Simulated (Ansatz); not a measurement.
Space group Fm-3m (No. 225). a = 6.467 Å, b = 6.467 Å, c = 6.467 Å, α = 90.00°, β = 90.00°, γ = 90.00°
| atom | site | symmetry | x | y | z |
| --- | --- | --- | --- | --- | --- |
| Bi | 4a | m-3m | 0.0000 | 0.0000 | 0.0000 |
| Te | 4b | m-3m | 0.5000 | 0.0000 | 0.0000 |

Equation of state of this BiTe structure (not necessarily the ground state), with shape and atoms relaxed at each volume where symmetry leaves them free. It has no gap at any of these volumes. The calculation used Ansatz, DFT r2SCAN, scalar-relativistic, plane waves, PAW.

Plane waves to 500 eV, a k mesh through Γ of 12×12×12 on the computed 2-atom cell and Gaussian smearing (0.10 eV); no spin polarisation.

```csv
V (Å³/atom),E − E(largest V) (meV/atom),P (GPa)
31.773,4.78,3.69
32.787,-12.02,1.70
33.801,-17.25,0.03
34.815,-12.74,-1.38
35.829,0.00,-2.57
```

**Question.** Fit a third-order Birch–Murnaghan equation to E(V).

**Answer.** V0 = 33.81 Å³/atom, B0 = 51 GPa, B0' = 4.7.

Spin-orbit coupling is left out, which matters for the bands of heavy elements.